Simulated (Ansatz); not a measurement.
# The honeycomb InP bilayer (AB) between two gates

How do the bands of the honeycomb InP bilayer (AB) follow a displacement field between two gates?

Method: plane-wave DFT, PBE-D3(BJ), Ansatz PAW, in Ansatz 0.2.0.

This is a report of a sequence of runs, with most program output left out.

### 1. The starting structure

The cell holds 4 atoms: 2 P and 2 In. Its edges and angles: a = 4.250 Å, b = 4.250 Å, c = 39.200 Å, α = 90.0°, β = 90.0°, γ = 120.0°. Regions: layer 1: honeycomb InP, 2 atoms (1 P and 1 In); layer 2: honeycomb InP, 2 atoms (1 P and 1 In). Vacuum lies along c.

### 2. Relaxing the slab

The starting cell is a guess, so the in-plane lattice and the atoms are relaxed first, with the slab cut off from its images along the normal.

The input, input.yaml:

```yaml
crystal:
  lattice:
    - [4.25, 0.0, 0.0]
    - [-2.125, 3.6806079661, 0.0]
    - [0.0, 0.0, 39.2000000002]
  atoms:
    - { symbol: P, position: [0.6666666667, 0.3333333333, 0.4477040816] }
    - { symbol: In, position: [0.3333333333, 0.6666666667, 0.4604591837] }
    - { symbol: P, position: [0.0, 0.0, 0.5395408163] }
    - { symbol: In, position: [0.6666666667, 0.3333333333, 0.5522959184] }
  periodic: [true, true, false]
kpoints:
  mp_grid: { grid: [12, 12, 1] }
hamiltonian:
  xc: pbe
  dispersion: d3bj
scf:
  occupations: { method: fermi_dirac, width: 0.05 }
  convergence: { dr2_threshold: 1.0e-09 }
relax:
  f_tol: 0.004
  max_steps: 90
  cell: {}
output:
  write_potential: true
  write_density: true
  volumetric_format: npy
```

The run is started by

```console
$ ansatz run input.yaml --threads 4 --pin off --max-ram 8192MiB --backend cpu --events-out ev --progress --plain --runs-dir out
```

Run time: 41 s. Hardware: 4 threads of Arm Neoverse V2, shared host; peak memory 0.85 GiB.

The steps of the relaxation:

```
step  energy less that of the first step (eV)  largest force component (eV/Å)  volume (Å³)
   1                                   0.0000                          0.0891       613.19
   2                                  -0.0047                          0.0915       602.93
   3                                  -0.0184                          0.0355       597.69
   4                                  -0.0203                          0.0098       601.84
   5                                  -0.0205                          0.0057       600.49
   6                                  -0.0205                          0.0010       600.84
  7*                                  -0.0200                          0.0010       600.84
```

Relaxation steps marked * repeat the geometry before them on a plane-wave basis chosen anew for their cell, so energy and pressure can jump there.

Forces are held to the 6 operations that the run works with; a distortion that breaks them can't arise in this run.

```
cell as run  before  after  change
      a (Å)   4.250  4.207  -1.0 %
      b (Å)   4.250  4.207  -1.0 %
```

The atoms that moved most (Å, along periodic axes as changes of fractional coordinates times the final cell, across vacuum about the mean position):

```
atom     dx     dy      dz  length
 In2  0.000  0.000   0.080   0.080
  P3  0.000  0.000  -0.073   0.073
 In4  0.000  0.000  -0.065   0.065
  P1  0.000  0.000   0.058   0.058
```

Final coordinates:

```xyz
4
Lattice="4.2070 0.0000 0.0000 -2.1035 3.6433 0.0000 0.0000 0.0000 39.2000" Properties=species:S:1:pos:R:3
P     2.1035    1.2144   17.6083
In    0.0000    2.4289   18.1304
P     0.0000    0.0000   21.0766
In    2.1035    1.2144   21.5847
```

The lattice constant a goes from 4.250 to 4.207 Å.

### 3. Gated layer, displacement field 0, start network

The slab is cut off from its images along the normal. Two sheets of opposite charge stand for the gates, so the stack stays neutral in a displacement field; barriers ahead of the sheets keep electrons from leaking to them. The uncharged case sets the zero.

The cell differs from the one that the last finished run ended in (c 39.200 → 38.076 Å).

The input, input.yaml:

```yaml
crystal:
  lattice:
    - [4.2069748242, 0.0, 0.0]
    - [-2.1034874121, 3.6433470709, 0.0]
    - [0.0, 0.0, 38.0763790509]
  atoms:
    - { symbol: P, position: [0.6666666667, 0.3333333333, 0.4477841755] }
    - { symbol: In, position: [0.3333333333, 0.6666666667, 0.4614962554] }
    - { symbol: P, position: [0.0, 0.0, 0.5388703404] }
    - { symbol: In, position: [0.6666666667, 0.3333333333, 0.5522158245] }
  periodic: [true, true, false]
  symmetry: { detect: true }
kpoints:
  mp_grid: { grid: [42, 42, 1] }
  band_path:
    path: [[0, 0, 0], [0.5, 0, 0], [0.33333333, 0.33333333, 0], [0, 0, 0]]
    npoints: 16
hamiltonian:
  xc: pbe
  dispersion: d3bj
scf:
  occupations: { method: fermi_dirac, width: 0.02585 }
  convergence: { dr2_threshold: 1.0e-10 }
output:
  forces: true
  eigenvalues: true
  dos: { projected: true, e_range: [-3, 3], de: 0.01 }
  write_potential: true
  write_density: true
  volumetric_format: npy
  elf: true
external_charges:
  - { charge: 0, barrier: 10, axis: 3, height: 24.526, sigma: 0.25 }
  - { charge: 0, barrier: 10, axis: 3, height: 13.55, sigma: 0.25 }
```

Run time: 74 s. Hardware: 4 threads; peak memory 2 GiB; 4.9 min of CPU time.

Numbers from this step:

* gap along the path: 0.9313 eV
* smallest direct gap along the path: 0.9928 eV
* gap, the smaller of path and mesh: 0.9313 eV
* potential beyond the upper barrier and gate, less the barrier, from the Fermi level: 3.660 eV

Running mean over a fixed 2.5 Å (it still follows the layers) of the planar mean; beyond a gate it holds the 10 eV model barrier. The electron's electrostatic potential energy less the Fermi level by z:

z (Å), electron's electrostatic potential energy less the Fermi level (eV) and a bar from the least value:
```
        4       15.3 ##############################
        5       15.3 ##############################
        6       15.3 ##############################
        7       15.3 ##############################
        8       15.3 ##############################
        9       15.3 ##############################
       10       15.3 ##############################
       11       15.3 ##############################
       12       15.2 ##############################
       13       12.4 ##########################
       14        8.4 ####################
       15        4.8 ###############
       16       -0.1 ########
       17       -5.1 #
       18       -4.5 ##
       19       -0.6 ########
       20       -4.3 ##
       21       -6.1 
       22       -1.8 ######
       23        2.9 #############
       24        6.5 ##################
       25       10.5 #######################
       26       13.5 ############################
       27       13.7 ############################
       28       13.7 ############################
       29       13.7 ############################
       30       13.7 ############################
       31       13.7 ############################
       32       13.7 ############################
       33       13.7 ############################
       34       13.7 ############################
```

The density of states has structure finer than the step of the table below, so its rows give means over 0.2 eV, whole bins alone (the curve runs from -3 to 2.41 eV). Peaks (eV: height): -2.61: 8.20, -1.12: 4.69, -1.02: 4.50, -0.68: 7.07, -0.59: 7.01, 1.32: 5.20, 2.02: 6.34.

The density of states by energy, zero at the Fermi level of the run, which the smearing sets inside the gap; means over each step:

```
energy (eV)  density of states (states/eV a cell)
       -2.8                                  1.83
       -2.6                                  4.27
       -2.4                                  3.08
       -2.2                                  2.52
       -2.0                                  2.43
       -1.8                                  3.39
       -1.6                                  3.11
       -1.4                                  2.45
       -1.2                                  2.11
       -1.0                                  2.37
       -0.8                                  3.23
       -0.6                                  5.29
       -0.4                                     0
       -0.2                                     0
        0.0                                     0
        0.2                                     0
        0.4                                0.0339
        0.6                                 0.692
        0.8                                  1.12
        1.0                                  1.51
        1.2                                  2.29
        1.4                                  2.84
        1.6                                  2.05
        1.8                                  2.42
        2.0                                  4.17
        2.2                                  3.12
```

Projected DOS per atom over height of the atomic layer and energy from the Fermi level. Layers: P In P In from below.

Ten even steps from '0' (0.00 states/eV) to '9' (3.44 states/eV), each cell a mean:
```
2201
2403
0202
0022
1023
0011
0001
0000
0000
0000
0000
1000
9130
3110
2020
2030
3131
3121
1021
2131
2142
1020
```
Columns: height of the atomic layer (Å) from 17.1 to 21.0 (not evenly spaced); rows upwards: energy from the Fermi level (eV) from -2.98 to 2.37.

The electronic bands at the labelled points (eV, zero at the Fermi level of the run, which the smearing sets inside the gap):

```
  point  band 15  band 16  band 17  band 18  band 19  band 20  band 21  band 22
      Γ    -1.21    -1.21    -0.58    -0.58     0.42     0.77     3.00     3.75
halfway    -2.62    -2.00    -1.27    -0.91     1.34     2.02     2.73     3.70
      M    -2.58    -1.81    -1.62    -0.77     0.55     1.76     2.12     3.06
halfway    -3.39    -2.69    -1.30    -0.67     1.04     1.99     3.01     3.68
      K    -3.89    -3.33    -1.01    -0.60     1.33     1.53     4.50     4.84
halfway    -2.55    -2.44    -1.79    -0.77     1.77     2.40     3.12     3.72
      Γ    -1.21    -1.21    -0.58    -0.58     0.42     0.77     3.00     3.75
```

Valence density in the ca plane at fractional y = 0.333, with atoms of P and In within 0.2 Å of it. It is the smooth field of the valence electrons, not physical close to the nuclei.

Values in units of 1e0 e/Å³, 6 rows by 16 columns, each cell a mean:
```
0.0 0.0 0.0 0.0 0.0 0.0 0.1 0.4 0.4 0.1 0.1 0.6 0.5 0.0 0.0 0.0
0.0 0.0 0.0 0.0 0.0 0.0 0.1 0.5 0.5 0.1 0.1 4.1 4.0 0.1 0.0 0.0
0.0 0.0 0.0 0.0 0.0 0.0 0.1 0.5 0.5 0.1 0.1 3.0 2.9 0.1 0.0 0.0
0.0 0.0 0.0 0.0 0.0 0.0 0.0 0.3 0.3 0.1 0.1 0.3 0.3 0.0 0.0 0.0
0.0 0.0 0.0 0.0 0.0 0.0 0.0 0.1 0.2 0.1 0.1 0.2 0.1 0.0 0.0 0.0
0.0 0.0 0.0 0.0 0.0 0.0 0.0 0.1 0.2 0.1 0.1 0.2 0.1 0.0 0.0 0.0
```
Columns run along c (16.0 Å, from fractional 0.24 to 0.66 of the cell), rows up along a (4.2 Å). Atoms in or near the plane, at fractional coordinates: P at (0.45, 0.67), In at (0.55, 0.67).

Electrostatic potential energy in the ca plane at fractional y = 0.333, with atoms of P and In within 0.2 Å of it. With pseudopotentials it is smooth inside the atoms' cores, unlike the true potential.

Ten even steps from '0' (-47 eV) to '9' (11 eV), each cell a mean:
```
99999999999988888887766777787776666777777889
99999999999988888877533577887764224677777889
99999999999998888876100157877641001467777889
99999999999998888875000057877630000367777889
99999999999998888876200267877641001467777889
99999999999988888887644577887764224677777889
99999999999988888887776777777776666777777889
99999999999988888887777777777777777777777889
99999999999988888887776677777777777788888889
99999999999988888887777677777777777778888889
99999999999988888887777777777777777777777889
```
Columns run along c (16.0 Å, from fractional 0.24 to 0.66 of the cell; values clipped at the 3rd and 97th percentile), rows up along a (4.2 Å). Atoms in or near the plane, at fractional coordinates: P at (0.45, 0.67), In at (0.55, 0.67).

ELF in the ca plane at fractional y = 0.333, with atoms of P and In within 0.2 Å of it. It is the smooth field of the valence electrons, not physical close to the nuclei.

Values, 6 rows by 16 columns, each cell a mean:
```
0.00 0.00 0.00 0.00 0.01 0.14 0.56 0.77 0.72 0.34 0.15 0.27 0.26 0.24 0.06 0.00
0.00 0.00 0.00 0.00 0.02 0.30 0.80 0.59 0.47 0.48 0.11 0.14 0.16 0.25 0.09 0.00
0.00 0.00 0.00 0.00 0.02 0.27 0.77 0.68 0.59 0.46 0.11 0.17 0.19 0.25 0.08 0.00
0.00 0.00 0.00 0.00 0.00 0.09 0.42 0.67 0.63 0.28 0.19 0.33 0.30 0.22 0.05 0.00
0.00 0.00 0.00 0.00 0.00 0.01 0.06 0.21 0.26 0.16 0.33 0.58 0.43 0.17 0.03 0.00
0.00 0.00 0.00 0.00 0.00 0.01 0.11 0.29 0.31 0.17 0.30 0.55 0.42 0.18 0.03 0.00
```
Columns run along c (16.0 Å, from fractional 0.24 to 0.66 of the cell), rows up along a (4.2 Å). Atoms in or near the plane, at fractional coordinates: P at (0.45, 0.67), In at (0.55, 0.67).

The gap, the smaller of path and mesh, is 0.931 eV.

### 4. Gated layer, displacement field 0.905 V/nm

Edit input.yaml of step 3 so:

```diff
@@ -26,3 +26,2 @@
   eigenvalues: true
-  dos: { projected: true, e_range: [-3, 3], de: 0.01 }
   write_potential: true
@@ -30,5 +29,6 @@
   volumetric_format: npy
-  elf: true
 external_charges:
   - { charge: 0, barrier: 10, axis: 3, height: 24.526, sigma: 0.25 }
+  - { charge: -0.007664, axis: 3, height: 26.026, sigma: 0.5 }
   - { charge: 0, barrier: 10, axis: 3, height: 13.55, sigma: 0.25 }
+  - { charge: 0.007664, axis: 3, height: 12.05, sigma: 0.5 }
```

Run time: 83 s. Hardware: 4 threads; peak memory 2 GiB; 5.5 min of CPU time.

This step gave:

| Item | Value |
| --- | --- |
| gap along the path | 0.9469 eV |
| smallest direct gap along the path | 1.015 eV |
| gap, the smaller of path and mesh | 0.9469 eV |
| potential beyond the upper barrier and gate, less the barrier, from the Fermi level | 4.002 eV |

The electronic bands at the labelled points (eV, zero at the Fermi level of the run, which the smearing sets inside the gap):

```
  point  band 15  band 16  band 17  band 18  band 19  band 20  band 21  band 22
      Γ    -1.20    -1.20    -0.59    -0.59     0.42     0.76     3.06     3.77
halfway    -2.61    -1.99    -1.28    -0.92     1.36     2.03     2.75     3.70
      M    -2.56    -1.82    -1.61    -0.77     0.56     1.77     2.12     3.05
halfway    -3.37    -2.70    -1.29    -0.68     1.06     2.00     3.03     3.66
      K    -3.88    -3.34    -0.99    -0.62     1.35     1.52     4.51     4.87
halfway    -2.54    -2.43    -1.81    -0.78     1.80     2.39     3.14     3.71
      Γ    -1.20    -1.20    -0.59    -0.59     0.42     0.76     3.06     3.77
```

The gap, the smaller of path and mesh, is 0.947 eV.

### 5. Gated layer, displacement field 1.81 V/nm

Edit input.yaml of step 4 so:

```diff
@@ -31,4 +31,4 @@
   - { charge: 0, barrier: 10, axis: 3, height: 24.526, sigma: 0.25 }
-  - { charge: -0.007664, axis: 3, height: 26.026, sigma: 0.5 }
+  - { charge: -0.015327, axis: 3, height: 26.026, sigma: 0.5 }
   - { charge: 0, barrier: 10, axis: 3, height: 13.55, sigma: 0.25 }
-  - { charge: 0.007664, axis: 3, height: 12.05, sigma: 0.5 }
+  - { charge: 0.015327, axis: 3, height: 12.05, sigma: 0.5 }
```

Run time: 90 s. Hardware: 4 threads; peak memory 2 GiB.

The electronic bands at the labelled points (eV, zero at the Fermi level of the run, which the smearing sets inside the gap):

```
  point  band 15  band 16  band 17  band 18  band 19  band 20  band 21  band 22
      Γ    -1.18    -1.18    -0.61    -0.61     0.43     0.74     3.11     3.78
halfway    -2.61    -1.98    -1.30    -0.92     1.38     2.03     2.77     3.69
      M    -2.55    -1.83    -1.60    -0.78     0.56     1.79     2.12     3.04
halfway    -3.36    -2.71    -1.28    -0.69     1.07     2.01     3.05     3.64
      K    -3.86    -3.35    -0.98    -0.63     1.38     1.51     4.52     4.90
halfway    -2.52    -2.42    -1.82    -0.78     1.83     2.38     3.16     3.69
      Γ    -1.18    -1.18    -0.61    -0.61     0.43     0.74     3.11     3.78
```

The gap, the smaller of path and mesh, is 0.962 eV.

### 6. Gated layer, displacement field 2.71 V/nm

Edit input.yaml of step 5 so:

```diff
@@ -31,4 +31,4 @@
   - { charge: 0, barrier: 10, axis: 3, height: 24.526, sigma: 0.25 }
-  - { charge: -0.015327, axis: 3, height: 26.026, sigma: 0.5 }
+  - { charge: -0.022991, axis: 3, height: 26.026, sigma: 0.5 }
   - { charge: 0, barrier: 10, axis: 3, height: 13.55, sigma: 0.25 }
-  - { charge: 0.015327, axis: 3, height: 12.05, sigma: 0.5 }
+  - { charge: 0.022991, axis: 3, height: 12.05, sigma: 0.5 }
```

Wall time 81 s (4 threads); peak memory 2 GiB; 5.3 min of CPU time.

The gap, the smaller of path and mesh, is 0.977 eV.

### 7. Gated layer, displacement field 3.62 V/nm

Edit input.yaml of step 6 so:

```diff
@@ -26,2 +26,3 @@
   eigenvalues: true
+  dos: { projected: true, e_range: [-3, 3], de: 0.01 }
   write_potential: true
@@ -29,6 +30,7 @@
   volumetric_format: npy
+  elf: true
 external_charges:
   - { charge: 0, barrier: 10, axis: 3, height: 24.526, sigma: 0.25 }
-  - { charge: -0.022991, axis: 3, height: 26.026, sigma: 0.5 }
+  - { charge: -0.030655, axis: 3, height: 26.026, sigma: 0.5 }
   - { charge: 0, barrier: 10, axis: 3, height: 13.55, sigma: 0.25 }
-  - { charge: 0.022991, axis: 3, height: 12.05, sigma: 0.5 }
+  - { charge: 0.030655, axis: 3, height: 12.05, sigma: 0.5 }
```

It took 84 s on 4 threads; peak memory 2 GiB.

Running mean over a fixed 2.5 Å (it still follows the layers) of the planar mean; beyond a gate it holds the 10 eV model barrier. The electron's electrostatic potential energy less the Fermi level by z:

```
z (Å)  electron's electrostatic potential energy less the Fermi level (eV)
    4                                                                 13.9
    6                                                                 13.9
    8                                                                 13.9
   10                                                                 13.9
   12                                                                 13.9
   14                                                                 7.74
   16                                                               -0.240
   18                                                                -4.49
   20                                                                -4.28
   22                                                                -1.67
   24                                                                 7.18
   26                                                                 14.8
   28                                                                 15.0
   30                                                                 15.0
   32                                                                 15.0
   34                                                                 15.0
```

The gap, the smaller of path and mesh, is 0.990 eV.

### 8. Gated layer, displacement field -1.81 V/nm

Edit input.yaml of step 7 so:

```diff
@@ -33,4 +33,4 @@
   - { charge: 0, barrier: 10, axis: 3, height: 24.526, sigma: 0.25 }
-  - { charge: -0.030655, axis: 3, height: 26.026, sigma: 0.5 }
+  - { charge: 0.015327, axis: 3, height: 26.026, sigma: 0.5 }
   - { charge: 0, barrier: 10, axis: 3, height: 13.55, sigma: 0.25 }
-  - { charge: 0.030655, axis: 3, height: 12.05, sigma: 0.5 }
+  - { charge: -0.015327, axis: 3, height: 12.05, sigma: 0.5 }
```

Wall time 86 s (4 threads); peak memory 2 GiB.

The density of states has structure finer than the step of the table below, so its rows give means over 0.2 eV, whole bins alone (the curve runs from -3 to 2.38 eV). Peaks (eV: height): -2.62: 9.04, -1.74: 4.30, -1.12: 5.14, -0.68: 8.29, -0.58: 8.05, 1.27: 5.61, 2.04: 5.23.

The density of states by energy, zero at the Fermi level of the run, which the smearing sets inside the gap; means over each step:

```
energy (eV)  density of states (states/eV a cell)
       -2.8                                  1.86
       -2.6                                  4.13
       -2.4                                  3.13
       -2.2                                  2.44
       -2.0                                  2.32
       -1.8                                  3.27
       -1.6                                  3.19
       -1.4                                  2.47
       -1.2                                  2.07
       -1.0                                  2.25
       -0.8                                  2.93
       -0.6                                  5.85
       -0.4                                0.0449
       -0.2                                     0
        0.0                                     0
        0.2                                     0
        0.4                                0.0445
        0.6                                 0.775
        0.8                                  1.16
        1.0                                  1.62
        1.2                                  2.83
        1.4                                  2.48
        1.6                                  1.97
        1.8                                  2.32
        2.0                                  4.04
        2.2                                  2.99
```

The gap, the smaller of path and mesh, is 0.899 eV.

(Part 1 of 2 ends here.)

[Logs are printed without paths, hosts, clocks, repeated set-up lines and the standing remarks that a program may print on its own settings, such as how far it seeks lower states.]

[Hosts, paths, dates, database ids (printed as entryN), source tags and the programs' standing remarks are cut or masked in the printed files.]

[Maps of the electrostatic potential energy from Ansatz leave out the sawtooth potential of an applied field or a dipole correction, so their vacuum need not be flat; planar profiles and work functions include it.]

[The density of states shown here was stored with 400 of the rows of the run's finer table, so its peaks can read low, often by over a quarter, or be missed, and its means over a window can be off by a tenth or more.]
